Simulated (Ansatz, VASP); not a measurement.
**One calculation of Ir, two programs**

```xyz
1
Lattice="0.0576 1.9485 1.9485 1.9485 0.0576 1.9485 1.9485 1.9485 0.0576" Properties=species:S:1:pos:R:3 pbc="T T T"
Ir    0.0000    0.0000    0.0000
```

Change from the starting cell: equal xy, yz and zx shear strains of +3 %, crystal datasets.

Alike in both runs: task electric field gradients; functional PBE; k mesh 15 × 15 × 15; occupations fermi-dirac, width 0.05 eV; no spin polarisation.

|  | VASP | Ansatz |
| --- | --- | --- |
| version | VASP 6.6.1 | Ansatz 0.2.0 |
| potentials or method | VASP PAW PBE potentials, release 64 (Ir), cutoff 520 eV | all-electron PAW with datasets made for the crystal, scalar-relativistic |

```csv
,VASP,Ansatz,Ansatz less VASP
pressure (GPa),10.9,10.2,-0.69
largest component of the traceless stress (GPa),8.65,8.66,+0.010
Vzz of the field gradient on the site that differs most (V/Å²),79.3,56.6,-22.74
```

Ansatz ran all-electron here, so the differences hold the error of VASP's frozen core and of both bases. Ansatz warned: «gradients_without_spin_orbit».

Spin-orbit coupling is left out, which matters for the levels of Ir.
